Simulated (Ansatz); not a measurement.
# InSb: the cost of one run

Computed with Ansatz 0.2.0 (DFT PBEsol, scalar-relativistic, plane waves, PAW, unless a step's input says otherwise).

2 further runs of the same task are left out: 2 set aside as unsound or not needed.

## (1) Starting point

The structure is cubic, space group F-43m (No. 216). Conventional cell: a = 6.520 Å, b = 6.520 Å, c = 6.520 Å, α = 90.00°, β = 90.00°, γ = 90.00°. Around In (site symmetry -43m) lie 4 Sb at 2.82 Å. Sb (site symmetry -43m) is surrounded by 4 In at 2.82 Å.

Structure file:

```cif
data_structure
_symmetry_space_group_name_H-M 'F-43m'
_symmetry_Int_Tables_number 216
_cell_length_a 6.5199
_cell_length_b 6.5199
_cell_length_c 6.5199
_cell_angle_alpha 90.000
_cell_angle_beta 90.000
_cell_angle_gamma 90.000
_cell_volume 277.15
loop_
_atom_site_label
_atom_site_type_symbol
_atom_site_symmetry_multiplicity
_atom_site_Wyckoff_symbol
_atom_site_fract_x
_atom_site_fract_y
_atom_site_fract_z
_atom_site_occupancy
In1 In 4 a 0.00000 0.00000 0.00000 1
Sb1 Sb 4 c 0.25000 0.25000 0.25000 1
```

This cell was relaxed beforehand with the same method: volume 34.64 Å³/atom, gap on the mesh none (metal).

## (2) Relaxing at 25 GPa

At a set pressure the run lowers the enthalpy E + PV, so the energy alone may rise along the way.

File input.yaml:

```yaml
crystal:
  lattice:
    - [0.0, 3.25992906, 3.25992906]
    - [3.25992906, 0.0, 3.25992906]
    - [3.25992906, 3.25992906, 0.0]
  atoms:
    - { symbol: In, position: [0.0, 0.0, 0.0] }
    - { symbol: Sb, position: [0.75, 0.75, 0.75] }
basis:
  ecutwfc: 420
kpoints:
  mp_grid: { grid: [12, 12, 12] }
hamiltonian:
  xc: pbesol
scf:
  occupations: { method: fermi_dirac, width: 0.15 }
output:
  forces: true
  stress: true
  eigenvalues: true
  write_density: true
  write_potential: true
  elf: true
  volumetric_format: npy
relax:
  adjacent_minimum: "off"
  f_tol: 0.001
  max_steps: 60
  cell: { stress_tol: 0.02, p_target: 25.0 }
```

Run with:

```
> ansatz run input.yaml --threads 1 --pin off --max-ram 3072MiB --backend cpu --events-out ev --progress --plain --runs-dir out
```

What time and memory should one allow on 1 thread of Arm Neoverse V1, shared host?

About 96 s, with a peak of 0.42 GiB.
